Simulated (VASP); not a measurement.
# TiTe2 in VASP: a series of runs, part 2 of 2

VASP 6.6.1.

## Step 5: Single point, PBE

Contents of INCAR:

```
  ALGO = Normal
  DIPOL = 0.5 0.5 0.500
  EDIFF = 1E-7
  ENCUT = 460
  GGA = PE
  IDIPOL = 3
  ISIF = 2
  ISMEAR = 0
  LASPH = T
  LCHARG = F
  LDIPOL = T
  LREAL = F
  LVACPOTAV = T
  LVHAR = T
  LWAVE = F
  NBANDS = 38
  NELM = 120
  PREC = Accurate
  SIGMA = 0.05
```

Contents of KPOINTS:

```
k-points
0
Gamma
  5 5 1
```

Contents of POSCAR:

```
TiTe2
1.0
    3.7770008876      0.0000000000      0.0000000000
   -1.8885004438      3.2709787188      0.0000000000
    0.0000000000      0.0000000000     21.9133488000
Te Ti
4 2
Direct
    0.3333333333      0.6666666666      0.2738057088
    0.6666666667      0.3333333334      0.4296627086
    0.3333333333      0.6666666666      0.5703372914
    0.6666666667      0.3333333334      0.7261942912
    0.0000000000      0.0000000000      0.3517342087
    0.0000000000      0.0000000000      0.6482657913
```

Potentials or basis: VASP PAW PBE potentials, release 64 (Te, Ti_sv).

On the command line:

```bash
> cat potpaw_PBE.64/Te/POTCAR potpaw_PBE.64/Ti_sv/POTCAR > POTCAR
> mpirun -np 1 vasp_std > vasp.out
```

OUTCAR:

```text
EDIFF = 1E-7
   ENCUT = 460
   GGA = PE
   ISIF = 2
   ISMEAR = 0
   LASPH = T
   LREAL = F
   NELM = 120
   PREC = Accurate

 Found      5 irreducible k-points:

 Following reciprocal coordinates:
            Coordinates               Weight
  0.000000  0.000000  0.000000      1.000000
  0.200000 -0.000000  0.000000      6.000000
  0.400000 -0.000000  0.000000      6.000000
  0.200000  0.200000  0.000000      6.000000
  0.400000  0.200000  0.000000      6.000000
   k-points           NKPTS =      5   k-points in BZ     NKDIM =      5   number of bands    NBANDS=     38
   number of dos      NEDOS =    301   number of ions     NIONS =      6
   total plane-waves  NPLWV = 125440
   dimension x,y,z NGX =    28 NGY =   28 NGZ =  160
   dimension x,y,z NGXF=    56 NGYF=   56 NGZF=  320
   ions per type =               4   2
   NGX,Y,Z   is equivalent  to a cutoff of  12.32, 12.32, 12.14 a.u.
   NGXF,Y,Z  is equivalent  to a cutoff of  24.65, 24.65, 24.28 a.u.
 SYSTEM =  unknown system
   PREC   = accura    normal or accurate (medium, high low for compatibility)
   ISTART =      0    job   : 0-new  1-cont  2-samecut
   ICHARG =      2    charge: 1-file 2-atom 10-const
   ISPIN  =      1    spin polarized calculation?
   LNONCOLLINEAR =      F non collinear calculations
   LSORBIT =      F    spin-orbit coupling
   LASPH  =      T    aspherical Exc in radial PAW
   ENCUT  =  460.0 eV  33.81 Ry    5.81 a.u.   6.61  6.61 38.32*2*pi/ulx,y,z
   NELM   =    120;   NELMIN=  2; NELMDL= -5     # of ELM steps
   EDIFF  = 0.1E-06   stopping-criterion for ELM
   LREAL  =      F    real-space projection
   EDIFFG = 0.1E-05   stopping-criterion for IOM
   NSW    =      0    number of steps for IOM
   IBRION =     -1    ionic relax: 0-MD 1-quasi-New 2-CG
   NFREE  =      0    steps in history (QN), initial steepest desc. (CG)
   ISIF   =      2    stress and relaxation
   ISYM   =      2    0-nonsym 1-usesym 2-fastsym
   POTIM  = 0.5000    time-step for ionic-motion
   TEBEG  =    0.0;   TEEND  =   0.0 temperature during run
   PSTRESS=    0.0 pullay stress
   NELECT =      48.0000    total number of electrons
   NUPDOWN=      -1.0000    fix difference up-down
   EMIN   =  10.00;   EMAX   =-10.00  energy-range for DOS
   EFERMI =   0.00;   METHOD = LEGACY
   ISMEAR =     0;   SIGMA  =   0.05  broadening in eV -4-tet -1-fermi 0-gaus
   EFERMI_NEDOS =   21; number of points for ismear=-14 and -15
   IALGO  =     38    algorithm
   IMIX   =      4    mixing-type and parameters
     AMIX     =   0.40;   BMIX     =  1.00
     AMIX_MAG =   1.60;   BMIX_MAG =  1.00
  volume/ion in A,a.u.               =      45.12       304.49
  Fermi-wavevector in a.u.,A,eV,Ry     =   0.919695  1.737972 11.508349  0.845840
  Thomas-Fermi vector in A             =   2.044918
   LORBIT       =      0    0 simple, 1 ext, 2 COOP (PROOUT), +10 PAW based schemes
   GGA     = PE    functional components
   LHFCALC =     F    Hartree Fock is set to
   AEXX    =    0.0000 exact exchange contribution
   IVDW    =     0    specifies the selected vdW correction
   LEPSILON=     F    determine dielectric tensor
   LRPA    =     F    only Hartree local field effects (RPA)
 non-spin polarized calculation
 Gauss-broadening in eV      SIGMA  =   0.05
  energy-cutoff  :      460.00
  volume of cell :      270.73
 maximum number of plane-waves:      6095
 NGX is ok and might be reduce to    28
   NGX = 13   NGY = 13   NGZ = 77

 dipolmoment           0.000000      0.000000     -0.000000 electrons x Angstroem

 number of electron      47.9999986 magnetization

 dipolmoment           0.000000      0.000000      0.000000 electrons x Angstroem

 Free energy of the ion-electron system (eV)
  ---------------------------------------------------
  ext. energy  EPLUGINS =         0.00000000
  ---------------------------------------------------
  free energy    TOTEN  =       -32.32751896 eV

  energy without entropy =      -32.32134069  energy(sigma->0) =      -32.32442982

 E-fermi :   1.9041     XC(G=0):  -6.3676

 val. band max:        1.8888345482   @ k =   0.4000  -0.0000   0.0000
 cond. band min:       2.0351345950   @ k =   0.4000  -0.0000   0.0000
 fundamental gap:      0.1463000468
 Fermi energy:         1.9040528840

 k-point     1 :       0.0000    0.0000    0.0000
  band No.  band energies     occupation
      1     -55.5139      2.00000
      2     -55.5139      2.00000
      3     -31.7560      2.00000
      4     -31.7560      2.00000
      5     -31.7560      2.00000
      6     -31.7560      2.00000
[... 28 lines left out ...]
     35       6.2463      0.00000
     36       6.6688      0.00000

 k-point     2 :       0.2000   -0.0000    0.0000
  band No.  band energies     occupation
      1     -55.5129      2.00000
      2     -55.5129      2.00000
      3     -31.7703      2.00000
      4     -31.7703      2.00000
      5     -31.7593      2.00000
      6     -31.7593      2.00000
[... 28 lines left out ...]
     35       6.8434      0.00000
     36       7.1710      0.00000

 k-point     3 :       0.4000   -0.0000    0.0000
  band No.  band energies     occupation
      1     -55.5112      2.00000
      2     -55.5112      2.00000
      3     -31.7933      2.00000
      4     -31.7933      2.00000
      5     -31.7646      2.00000
      6     -31.7646      2.00000
[... 28 lines left out ...]
     35       6.4807      0.00000
     36       6.8183      0.00000

 k-point     4 :       0.2000    0.2000    0.0000
  band No.  band energies     occupation
      1     -55.5115      2.00000
      2     -55.5115      2.00000
      3     -31.7851      2.00000
      4     -31.7851      2.00000
      5     -31.7674      2.00000
      6     -31.7674      2.00000
[... 28 lines left out ...]
     35       7.5869      0.00000
     36       7.5974      0.00000

 k-point     5 :       0.4000    0.2000    0.0000
  band No.  band energies     occupation
      1     -55.5107      2.00000
      2     -55.5107      2.00000
      3     -31.7922      2.00000
      4     -31.7922      2.00000
      5     -31.7744      2.00000
      6     -31.7744      2.00000
[... 28 lines left out ...]
     35       6.8309      0.00000
     36       7.3202      0.00000
 [bands above 36 left out]

------------------------ aborting loop because EDIFF is reached ----------------------------------------

  FORCE on cell =-STRESS in cart. coord.  units (eV):
  Direction    XX          YY          ZZ          XY          YZ          ZX
  --------------------------------------------------------------------------------------
  -------------------------------------------------------------------------------------
  Total        0.5768962      0.5768962      1.4054305      0.0000000      0.0000000      0.0000000
  in kB        3.4140881      3.4140881      8.3173775      0.0000000      0.0000000      0.0000000
  external PRESSURE =       5.0485179 kB  Pullay stress =       0.0000000 kB

 VOLUME and BASIS-vectors are now :
 -----------------------------------------------------------------------------
  energy-cutoff  :      460.00
  volume of cell :      270.73
      direct lattice vectors                 reciprocal lattice vectors
     3.777000888  0.000000000  0.000000000     0.264760330  0.152859448  0.000000000
    -1.888500444  3.270978719  0.000000000     0.000000000  0.305718895  0.000000000
     0.000000000  0.000000000 21.913348800     0.000000000  0.000000000  0.045634285

 POSITION                                       TOTAL-FORCE (eV/Angst)
 -----------------------------------------------------------------------------------
     -0.00000      2.18065      6.00000        -0.000000      0.000000     -0.229061
      1.88850      1.09033      9.41535         0.000000     -0.000000     -0.053587
     -0.00000      2.18065     12.49800        -0.000000      0.000000      0.053587
      1.88850      1.09033     15.91335        -0.000000     -0.000000      0.229061
      0.00000      0.00000      7.70767        -0.000000      0.000000      0.148825
      0.00000      0.00000     14.20567        -0.000000     -0.000000     -0.148825
 -----------------------------------------------------------------------------------
    total drift:                               -0.000000     -0.000000      0.000000

  FREE ENERGIE OF THE ION-ELECTRON SYSTEM (eV)
  ---------------------------------------------------
  free  energy   TOTEN  =       -32.3275189568 eV

  energy  without entropy=      -32.3213406895  energy(sigma->0) =      -32.32442982

 vacuum level on the upper side and lower side of the slab         6.938         6.938
```

Run time: 51 s. Hardware: 1 thread of Intel Xeon 6975P-C (Granite Rapids), shared host; peak memory 0.35 GiB.

These settings aren't checked as converged: the numbers below hold their error.

Results:

```yaml
Free_energy: -32.3275 eV
Largest_force: 0.229 eV/Å
Band_gap_on_the_k_mesh: none (metal or under the smearing width)
Work_function_of_the_upper_face: 5.03 eV
Work_function_of_the_lower_face: 5.03 eV
```

Caveat: the k mesh is coarse (spacing up to 0.38 Å⁻¹), so the values aren't converged.

## Step 6: Single point, PBE

This run uses another cell than the first one, of 36.89 Å³/atom, 0.817 times its volume.

INCAR is that of step 5.

Contents of KPOINTS:

```
k-points
0
Gamma
  7 7 1
```

Contents of POSCAR:

```
TiTe2
1.0
    3.7770008876      0.0000000000      0.0000000000
   -1.8885004438      3.2709787188      0.0000000000
    0.0000000000      0.0000000000     17.9133488000
Te Ti
4 2
Direct
    0.3333333333      0.6666666666      0.2232971648
    0.6666666667      0.3333333334      0.4139565909
    0.3333333333      0.6666666666      0.5860434091
    0.6666666667      0.3333333334      0.7767028352
    0.0000000000      0.0000000000      0.3186268779
    0.0000000000      0.0000000000      0.6813731221
```

Potentials or basis: VASP PAW PBE potentials, release 64 (Te, Ti_sv).

On the command line:

```bash
> cat potpaw_PBE.64/Te/POTCAR potpaw_PBE.64/Ti_sv/POTCAR > POTCAR
> mpirun -np 1 vasp_std > vasp.out
```

OUTCAR:

```text
EDIFF = 1E-7
   ENCUT = 460
   GGA = PE
   ISIF = 2
   ISMEAR = 0
   LASPH = T
   LREAL = F
   NELM = 120
   PREC = Accurate

 Found      8 irreducible k-points:

 Following reciprocal coordinates:
            Coordinates               Weight
  0.000000  0.000000  0.000000      1.000000
  0.142857  0.000000  0.000000      6.000000
  0.285714  0.000000  0.000000      6.000000
  0.428571 -0.000000  0.000000      6.000000
  0.142857  0.142857  0.000000      6.000000
[... 323 lines left out ...]
  -------------------------------------------------------------------------------------
  Total        0.5327556      0.5327556      1.4779215      0.0000000     -0.0000000     -0.0000000
  in kB        3.8568879      3.8568879     10.6994229      0.0000000     -0.0000000     -0.0000000
  external PRESSURE =       6.1377329 kB  Pullay stress =       0.0000000 kB

 VOLUME and BASIS-vectors are now :
 -----------------------------------------------------------------------------
  energy-cutoff  :      460.00
  volume of cell :      221.31
      direct lattice vectors                 reciprocal lattice vectors
     3.777000888  0.000000000  0.000000000     0.264760330  0.152859448  0.000000000
    -1.888500444  3.270978719  0.000000000     0.000000000  0.305718895  0.000000000
     0.000000000  0.000000000 17.913348800     0.000000000  0.000000000  0.055824291

 POSITION                                       TOTAL-FORCE (eV/Angst)
 -----------------------------------------------------------------------------------
     -0.00000      2.18065      4.00000         0.000000     -0.000000     -0.229843
      1.88850      1.09033      7.41535        -0.000000      0.000000     -0.016372
     -0.00000      2.18065     10.49800         0.000000      0.000000      0.016372
      1.88850      1.09033     13.91335        -0.000000      0.000000      0.229843
      0.00000      0.00000      5.70767        -0.000000      0.000000      0.126603
      0.00000      0.00000     12.20567        -0.000000      0.000000     -0.126603
 -----------------------------------------------------------------------------------
    total drift:                               -0.000000      0.000000      0.000000

  FREE ENERGIE OF THE ION-ELECTRON SYSTEM (eV)
  ---------------------------------------------------
  free  energy   TOTEN  =       -32.3606320267 eV

  energy  without entropy=      -32.3565352690  energy(sigma->0) =      -32.35858365
```

OSZICAR:

```text
N       E                     dE             d eps       ncg     rms          rms(c)
DAV:   1     0.407156975855E+03    0.40716E+03   -0.19730E+04   648   0.104E+03
DAV:   2     0.125665800122E+02   -0.39459E+03   -0.37617E+03   694   0.298E+02
DAV:   3    -0.305923209204E+02   -0.43159E+02   -0.42097E+02   896   0.918E+01
[... 13 lines left out ...]
DAV:  17    -0.323606312610E+02    0.30669E-04   -0.10051E-04   672   0.715E-02    0.435E-02
DAV:  18    -0.323606308131E+02    0.44787E-06   -0.87285E-06   738   0.176E-02    0.423E-02
DAV:  19    -0.323606318332E+02   -0.10201E-05   -0.91172E-07   656   0.534E-03    0.263E-02
DAV:  20    -0.323606320380E+02   -0.20477E-06   -0.42390E-07   606   0.407E-03    0.114E-02
DAV:  21    -0.323606320267E+02    0.11273E-07   -0.67063E-08   462   0.143E-03
   1 F= -.32360632E+02 E0= -.32358584E+02  d E =-.409676E-02
```

Run time: 50 s. Hardware: 1 thread of Intel Xeon 6975P-C (Granite Rapids), shared host; peak memory 0.31 GiB.

These settings aren't checked as converged: the numbers below hold their error.

What came out:

| Item | Value |
| --- | --- |
| Free energy | -32.3606 eV |
| Largest force | 0.230 eV/Å |
| Band gap on the k mesh | none (metal or under the smearing width) |
